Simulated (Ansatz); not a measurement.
# Ga24CN22O: the cost of one run

Program: Ansatz 0.2.0. Level of theory: DFT PBE, scalar-relativistic, plane waves, PAW. These are calculated values, not measurements.

The COD entry's cell or inner coordinates are ideal or old and differ from later refinements, so a difference from it is no clean test against experiment.

2 further runs of the same task are left out: 2 set aside as unsound or not needed.

## Step 1: The structure to begin with

The structure is hexagonal, space group P6_3mc (No. 186). Conventional cell: a = 3.218 Å, b = 3.218 Å, c = 5.243 Å, α = 90.00°, β = 90.00°, γ = 120.00°. Ga (site symmetry 3m) is surrounded by 4 N at 1.97 to 1.98 Å. N (site symmetry 3m) has 4 Ga at 1.97 to 1.98 Å as nearest neighbours.

Structure file:

```xyz
4
Lattice="3.2184 0.0000 0.0000 -1.6092 2.7872 0.0000 0.0000 0.0000 5.2430" Properties=species:S:1:pos:R:3 pbc="T T T"
Ga    0.0000    1.8582   -0.0046
Ga    1.6092    0.9291    2.6170
N     0.0000    1.8582    1.9707
N     1.6092    0.9291    4.5922
```

This cell was relaxed beforehand with the same method: volume 11.76 Å³/atom, gap on the mesh 1.71 eV.

The host's static dielectric tensor, from an earlier linear-response run, has a mean of 10.89.

The perfect supercell (rows 0 -2 -1; -2 0 -1; 2 2 -1 in vectors of this cell) comes from an earlier run at this level (48 atoms, E(σ→0) -100030.0602 eV, gap 3.09 eV on its own mesh).

## Step 2: Setting up the defect

The atom at (0.541, 0.708, 0.375) of the supercell is replaced. A small random displacement (spread 0.05 Å) lets the symmetry of the site break. Its neighbours are 3 Ga at 1.97 Å, 1 Ga at 1.98 Å.

## Step 3: Relaxing the defect, charge 0

File input.yaml:

```yaml
crystal:
  lattice:
    - [3.2184289061, -5.5744823859, -5.2430304973]
    - [-6.4368578122, 0.0, -5.2430304973]
    - [3.2184289061, 5.5744823859, -5.2430304973]
  atoms:
    - { symbol: Ga, position: [0.3336227706, 0.5002894373, 0.1669561039] }
    - { symbol: Ga, position: [0.0002894373, 0.1669561039, 0.8336227706] }
    - { symbol: Ga, position: [0.6669561039, 0.3336227706, 0.0002894373] }
    - { symbol: Ga, position: [0.1669561039, 0.8336227706, 0.0002894373] }
    - { symbol: Ga, position: [0.1669561039, 0.3336227706, 0.5002894373] }
    - { symbol: Ga, position: [0.8336227706, 0.0002894373, 0.1669561039] }
    - { symbol: Ga, position: [0.5002894373, 0.6669561039, 0.8336227706] }
    - { symbol: Ga, position: [0.8336227706, 0.5002894373, 0.6669561039] }
    - { symbol: Ga, position: [0.5002894373, 0.1669561039, 0.3336227706] }
    - { symbol: Ga, position: [0.3336227706, 0.0002894373, 0.6669561039] }
    - { symbol: Ga, position: [0.0002894373, 0.6669561039, 0.3336227706] }
    - { symbol: Ga, position: [0.6748502925, 0.8287535679, 0.5066345213] }
    - { symbol: Ga, position: [0.6771297076, 0.5155652339, 0.3291667744] }
    - { symbol: Ga, position: [0.3336227706, 0.1669561039, 0.0002894373] }
    - { symbol: Ga, position: [0.0002894373, 0.3336227706, 0.1669561039] }
    - { symbol: Ga, position: [0.5044191696, 0.8412889956, 0.1622061812] }
    - { symbol: Ga, position: [0.5002894373, 0.3336227706, 0.6669561039] }
    - { symbol: Ga, position: [0.1669561039, 0.0002894373, 0.3336227706] }
    - { symbol: Ga, position: [0.8336227706, 0.6669561039, 0.0002894373] }
    - { symbol: Ga, position: [0.1669561039, 0.5002894373, 0.8336227706] }
    - { symbol: Ga, position: [0.8336227706, 0.1669561039, 0.5002894373] }
    - { symbol: Ga, position: [0.6669561039, 0.0002894373, 0.8336227706] }
    - { symbol: Ga, position: [0.3314471404, 0.671961897, 0.4961558206] }
    - { symbol: Ga, position: [0.0002894373, 0.8336227706, 0.6669561039] }
    - { symbol: C, position: [0.5448940378, 0.7156739667, 0.374183649] }
    - { symbol: "N", position: [0.2080438961, 0.3747105627, 0.0413772294] }
    - { symbol: "N", position: [0.8747105627, 0.5413772294, 0.2080438961] }
    - { symbol: "N", position: [0.3747105627, 0.0413772294, 0.2080438961] }
    - { symbol: "N", position: [0.3747105627, 0.5413772294, 0.7080438961] }
    - { symbol: "N", position: [0.0413772294, 0.2080438961, 0.3747105627] }
    - { symbol: "N", position: [0.7080438961, 0.8747105627, 0.0413772294] }
    - { symbol: "N", position: [0.0413772294, 0.7080438961, 0.8747105627] }
    - { symbol: "N", position: [0.7080438961, 0.3747105627, 0.5413772294] }
    - { symbol: "N", position: [0.5413772294, 0.2080438961, 0.8747105627] }
    - { symbol: "N", position: [0.2080438961, 0.8747105627, 0.5413772294] }
    - { symbol: "N", position: [0.8747105627, 0.0413772294, 0.7080438961] }
    - { symbol: "N", position: [0.5413772294, 0.3747105627, 0.2080438961] }
    - { symbol: "N", position: [0.2080438961, 0.0413772294, 0.8747105627] }
    - { symbol: "N", position: [0.8747105627, 0.2080438961, 0.0413772294] }
    - { symbol: "N", position: [0.3747105627, 0.7080438961, 0.0413772294] }
    - { symbol: "N", position: [0.3747105627, 0.2080438961, 0.5413772294] }
    - { symbol: "N", position: [0.0413772294, 0.8747105627, 0.2080438961] }
    - { symbol: "N", position: [0.7080438961, 0.5413772294, 0.8747105627] }
    - { symbol: "N", position: [0.0413772294, 0.3747105627, 0.7080438961] }
    - { symbol: "N", position: [0.7080438961, 0.0413772294, 0.3747105627] }
    - { symbol: "N", position: [0.5413772294, 0.8747105627, 0.7080438961] }
    - { symbol: "N", position: [0.2080438961, 0.5413772294, 0.3747105627] }
    - { symbol: O, position: [0.8747105627, 0.7080438961, 0.5413772294] }
  host:
    lattice:
      - [3.2184289061, 0.0, 0.0]
      - [-1.6092144531, 2.787241193, 0.0]
      - [0.0, 0.0, 5.2430304973]
    atoms:
      - { symbol: Ga, position: [0.3333333333, 0.6666666667, -0.0008683118] }
      - { symbol: Ga, position: [0.6666666667, 0.3333333333, 0.4991316882] }
      - { symbol: "N", position: [0.3333333333, 0.6666666667, 0.3758683118] }
      - { symbol: "N", position: [0.6666666667, 0.3333333333, 0.8758683118] }
basis:
  ecutwfc: 420
  xc_grid: 2
kpoints:
  mp_grid: { grid: [2, 2, 2], shift: [0.5, 0.5, 0.5] }
hamiltonian:
  xc: pbe
scf:
  occupations: { method: gaussian, width: 0.01 }
output:
  forces: true
  stress: false
  eigenvalues: true
  charged_corrections:
    defect_position: [0.54137723, 0.7080439, 0.37471056]
    epsilon: [[10.4942, 0.0, 0.0], [0.0, 10.4942, 0.0], [0.0, 0.0, 11.6904]]
relax:
  adjacent_minimum: "off"
  f_tol: 0.025
  max_steps: 60
```

Command:

```
ansatz run input.yaml --threads 8 --pin off --max-ram 22528MiB --backend cpu --events-out ev --progress --plain --runs-dir out
```

Q: Estimate wall time and peak memory on 8 threads of Arm Neoverse N1, shared host.

About 2.7 min, with a peak of 3.1 GiB.
